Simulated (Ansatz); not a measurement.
# Varying the input for Nb

All trials start from this Ansatz input:

```yaml
crystal:
  lattice:
    - [-1.6588161896, 1.6588161896, 1.6588161896]
    - [1.6588161896, -1.6588161896, 1.6588161896]
    - [1.6588161896, 1.6588161896, -1.6588161896]
  atoms:
    - { symbol: Nb, position: [0.0, 0.0, 0.0] }
basis:
  ecutwfc: 420
kpoints:
  mp_grid: { grid: [10, 10, 10] }
hamiltonian:
  xc: pbe
scf:
  occupations: { method: gaussian, width: 0.1 }
output:
  forces: true
  stress: true
  eigenvalues: true
```

Command:

```bash
ansatz run input.yaml --threads 1 --pin off --max-ram 1331MiB --backend cpu --events-out ev --progress --plain --runs-dir out
```

The run converges in 6 SCF iterations on 47 irreducible k-points: pressure -0.84 GPa, no gap.

Settings here are deliberately varied, not converged. Each trial's input is given as a difference from the reference's; energies are extrapolated to zero smearing where there is one, and pressure is positive in compression. Charged cells sit in a uniform background, and their pressures hang on that convention.

Trial 1:

```diff
+total_charge: 0.1
 hamiltonian:
-  xc: pbe
+  xc: pbesol
+  hubbard:
+    sites: [{ species: Nb, l: d, u: 8.0, j: 1.1 }]
+    projectors: atomic
 output:
-  forces: true
+  forces: false
```

The run converges in 8 SCF iterations on 47 irreducible k-points: pressure -13.17 GPa (with the neutralising background of the charged cell), no gap. It warns that the count of filled bands differs between k-points. Under a U the state reached may not be the lowest.

Trial 2:

```diff
 basis:
-  ecutwfc: 420
+  ecutwfc: "12 Ha"
 scf:
-  occupations: { method: gaussian, width: 0.1 }
+  occupations: { method: gaussian }
+  convergence: { dr2_threshold: "1e-12 eV" }
```

The run converges in 7 SCF iterations on 47 irreducible k-points: energy 7.99 meV per atom above the reference, pressure -0.80 GPa, no gap. It warns that the cutoff lies under the recommended one, 420 eV for these potentials.

Trial 3:

```diff
 hamiltonian:
+  hubbard: { sites: [{ species: Nb, l: d, u_eff: 8.3 }] }
 scf:
-  occupations: { method: gaussian, width: 0.1 }
+  occupations: { method: tetrahedron }
+  lower_state_search: "off"
+  mixing: { beta: 0.061, preconditioner: local_kerker }
+  initial_density: { chi_scale: 0, normalization: atom }
+  max_iter: 95
```

The run converges in 25 SCF iterations on 47 irreducible k-points: pressure 21.32 GPa, no gap. It warns that the printed bands weren't solved further after the SCF; that the count of filled bands differs between k-points; that forces and stress under tetrahedra may miss the energy's slope.

Trial 4:

```diff
 crystal:
   atoms:
-    - { symbol: Nb, position: [0.0, 0.0, 0.0] }
+    - { symbol: Nb, position: [0.0, 0.0, 0.0], spin: 1.0 }
 kpoints:
-  mp_grid: { grid: [10, 10, 10] }
+  mp_grid: { grid: [2, 2, 2] }
 hamiltonian:
+  dispersion: none
 scf:
-  occupations: { method: gaussian, width: 0.1 }
+  occupations: { method: gaussian }
+  lower_state_search: "off"
+  mixing: { ndim: 3 }
+  initial_density: { chi_scale: 0, normalization: atom }
+  max_iter: 100
 output:
+  populations: true
+magnetization:
+  spin_polarized: true
```

The run converges in 12 SCF iterations on 3 irreducible k-points: pressure -22.01 GPa, no gap, cell moment 0.50 μB (the reference has none, and so few k-points can make one).

Trial 5:

```diff
+total_charge: -0.5
 kpoints:
-  mp_grid: { grid: [10, 10, 10] }
+  mp_grid: { grid: [7, 4, 5], shift: [0.5, 0.5, 0.5] }
 hamiltonian:
+  dispersion: none
 scf:
-  occupations: { method: gaussian, width: 0.1 }
+  occupations: { method: cold }
```

The run converges in 6 SCF iterations on 70 irreducible k-points: pressure -23.75 GPa (with the neutralising background of the charged cell), no gap. It warns that the mesh lowers the symmetry.

Trial 6:

```diff
 basis:
-  ecutwfc: 420
+  ecutwfc: "22 Ha"
 kpoints:
-  mp_grid: { grid: [10, 10, 10] }
+  mp_grid: { grid: [6, 6, 6] }
+  band_path: { path: [[0, 0, 0], [0.5, 0, 0], [0.5, 0.5, 0.5]], npoints: 4 }
 hamiltonian:
-  xc: pbe
+  xc: revpbe
+  hubbard: { sites: [{ species: Nb, l: d, u_eff: 5.5 }] }
+  dispersion: d3bjatm
 scf:
+  max_iter: 100
```

The run converges in 10 SCF iterations on 16 irreducible k-points: pressure -8.36 GPa, no gap. It warns that the count of filled bands differs between k-points.

Trial 7:

```diff
 hamiltonian:
-  xc: pbe
+  xc: rpbe
 scf:
+  algorithm: direct_min
+  max_iter: 55
```

The run converges in 4 SCF iterations on 47 irreducible k-points: pressure 2.03 GPa, no gap.

Trial 8:

```diff
 hamiltonian:
+  hubbard: { sites: [{ species: Nb, l: d, u_eff: 6.0 }] }
```

The run converges in 8 SCF iterations on 47 irreducible k-points: pressure 4.42 GPa, no gap. It warns that the count of filled bands differs between k-points.